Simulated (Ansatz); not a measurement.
Start from AlP in the zinc blende structure (space group F-43m, No. 216; a = 5.508 Å).

(Cell as relaxed with PBE.)

Levels (all Ansatz, a first-principles code, PAW): PBE (420 eV, no spin-orbit coupling); PBEsol (420 eV, no spin-orbit coupling).

Each level relaxes its own structure.

```json
[
 {"base": "volume per atom", "PBE": "20.88 Å³", "PBEsol": "20.46 Å³"},
 {"base": "lattice parameter a", "PBE": "5.508 Å", "PBEsol": "5.471 Å"},
 {"base": "band gap", "PBE": "1.63 eV", "PBEsol": "1.45 eV"}
]
```

It is then changed as follows: every P is replaced by Sb; the structure is relaxed again.

```csv
quantity,PBE,PBEsol
lattice parameter a,6.225 Å,?
"hole mass (degenerate bands, along [100])","0.078, 0.37, 0.37 mₑ (at Γ)",?
smallest direct gap,1.28 eV,?
band gap,1.24 eV,?
shift of the gap caused by the change,-0.40 eV,?
```

### Question
What does PBEsol give?

### Answer

- lattice parameter a, PBEsol: 6.157 Å
- hole mass (degenerate bands, along [100]), PBEsol: 0.086, 0.35, 0.35 mₑ (at Γ)
- smallest direct gap, PBEsol: 1.47 eV
- band gap, PBEsol: 1.14 eV
- shift of the gap caused by the change, PBEsol: -0.31 eV

PBE's lattice parameter a lies 0.068 Å above PBEsol's (1.1 %); PBE's smallest direct gap lies 0.19 eV below PBEsol's; PBE's band gap lies 0.10 eV above PBEsol's; PBE's shift of the gap caused by the change lies 0.083 eV below PBEsol's. Neither level is exact; PBEsol is the comparison here, not a measurement.

Spin-orbit coupling, missing from the scalar runs, can matter with Sb. Effective masses come from finite differences of ±0.01 Å⁻¹. Whether these cells are dynamically stable was not tested.
